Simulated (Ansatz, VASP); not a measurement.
## CdI2 in VASP and in Ansatz

The input INCAR:

```
PREC = Accurate
ENCUT = 520
EDIFF = 1E-7
ISMEAR = -1
SIGMA = 0.05
LREAL = False
LASPH = True
NELM = 100
ALGO = Normal
ISIF = 2
LWAVE = False
LCHARG = False
GGA = PE
NBANDS = 20
```

File KPOINTS:

```
regular mesh
0
Gamma
  7 7 4
```

File POSCAR:

```
CdI2
1.0
    4.1573634454      0.0000000000      0.0000000000
   -2.0786817227      3.6003823565      0.0000000000
    0.0000000000      0.0000000000      6.7189811197
I Cd
2 1
Direct
    0.6666666667      0.3333333333      0.7508000000
    0.3333333333      0.6666666667      0.2492000000
    0.0000000000      0.0000000000      0.0000000000
```

The input input.yaml:

```yaml
crystal:
  lattice:
    - [4.1573634454, 0.0, 0.0]
    - [-2.0786817227, 3.6003823565, 0.0]
    - [0.0, 0.0, 6.7189811197]
  atoms:
    - { symbol: I, position: [0.6666666667, 0.3333333333, 0.7508] }
    - { symbol: I, position: [0.3333333333, 0.6666666667, 0.2492] }
    - { symbol: Cd, position: [0.0, 0.0, 0.0] }
hamiltonian:
  xc: pbe
  pseudopotentials: { kind: paw }
kpoints:
  mp_grid: { grid: [7, 7, 4] }
scf:
  occupations: { method: fermi_dirac, width: 0.05 }
output:
  forces: true
  stress: true
  eigenvalues: true
  write_density: true
  write_potential: true
  elf: true
  volumetric_format: npy
```

Change from the starting cell: volume scaled by 0.94.

Alike in both runs: task single point; functional PBE; k mesh 7 × 7 × 4; occupations fermi-dirac, width 0.05 eV; no spin polarisation.

```csv
,VASP,Ansatz
version,VASP 6.6.1,Ansatz 0.2.0
potentials or method,"VASP PAW PBE potentials, release 64 (I, Cd)",Ansatz PAW
plane-wave cutoff (eV),520,420
valence electrons in the cell,26,54
```

Ansatz gave:

| Item | Value |
| --- | --- |
| gap on the k mesh at the Fermi level (eV) | 2.47 |
| least direct gap on the mesh (eV) | 2.79 |
| pressure (GPa) | 4.6 |
| largest component of the traceless stress (GPa) | 0.04 |
| rms of the force components (eV/Å) | 0.239 |

Task: Which values does VASP return?

Result: gap on the k mesh at the Fermi level (eV): 2.46; least direct gap on the mesh (eV): 2.78; pressure (GPa): 4.7; largest component of the traceless stress (GPa): 0.06; rms of the force components (eV/Å): 0.252.

Atom by atom the forces differ by 0.013 eV/Å (rms over components). The two sets of potentials don't hold the same shells in valence.

Caveats: spin-orbit coupling is left out, which moves the levels of the heavy elements; this functional lacks dispersion, which binds the layers, so the pressure and a relaxed spacing across them are unreliable; an odd mesh through Γ misses points on the zone boundary, where band edges often lie (VASP); odd divisions of the mesh miss points on the zone boundary, where band edges often lie, so the gap on the mesh can be too wide (Ansatz).
